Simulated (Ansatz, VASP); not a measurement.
## Ru in VASP and in Ansatz

The input INCAR:

```
PREC = Accurate
ENCUT = 520
EDIFF = 1E-8
ISMEAR = -1
SIGMA = 0.03
LREAL = False
LASPH = True
NELM = 80
ALGO = Normal
ISIF = 2
LWAVE = False
LCHARG = False
GGA = PE
LEFG = True
NBANDS = 21
```

The input KPOINTS:

```
Automatic mesh
0
Gamma
  14 14 8
```

The input POSCAR:

```
Ru
1.0
    2.6876390600      0.0000000000      0.0000000000
   -1.3438195300      2.3275637022      0.0000000000
    0.0000000000      0.0000000000      4.2531615502
Ru
2
Direct
    0.3333333333      0.6666666667      0.2500000000
    0.6666666667      0.3333333333      0.7500000000
```

Input for Ansatz:

```yaml
crystal:
  lattice:
    - [2.68763906, 0.0, 0.0]
    - [-1.34381953, 2.3275637022, 0.0]
    - [0.0, 0.0, 4.2531615502]
  atoms:
    - { symbol: Ru, position: [0.3333333333, 0.6666666667, 0.25] }
    - { symbol: Ru, position: [0.6666666667, 0.3333333333, 0.75] }
kpoints:
  mp_grid: { grid: [14, 14, 8] }
scf:
  occupations: { method: fermi_dirac, width: 0.03 }
hamiltonian:
  xc: pbe
  pseudopotentials: { kind: all_electron, datasets: crystal }
output:
  forces: true
  stress: true
  eigenvalues: true
  efg: { contact_densities: true }
```

Change from the starting cell: volume scaled by 0.98, crystal datasets.

Alike in both runs: task electric field gradients; functional PBE; k mesh 14 × 14 × 8; occupations fermi-dirac, width 0.03 eV; no spin polarisation.

```csv
,VASP,Ansatz
version,VASP 6.6.1,Ansatz 0.2.0
potentials or method,"VASP PAW PBE potentials, release 64 (Ru_pv)","all-electron PAW with datasets made for the crystal, scalar-relativistic"
plane-wave cutoff (eV),520,see its input
```

Ansatz gave:

- pressure (GPa): 11.6
- largest component of the traceless stress (GPa): 0.90
- Vzz of the field gradient on the site that differs most (V/Å²): -10.7

Q: Estimate VASP's values.

A: Pressure (GPa): 11.6; largest component of the traceless stress (GPa): 0.86; Vzz of the field gradient on the site that differs most (V/Å²): -13.5.

Ansatz ran all-electron here, so the differences hold the error of VASP's frozen core and of both bases. Ansatz warned: «gradients_without_spin_orbit».
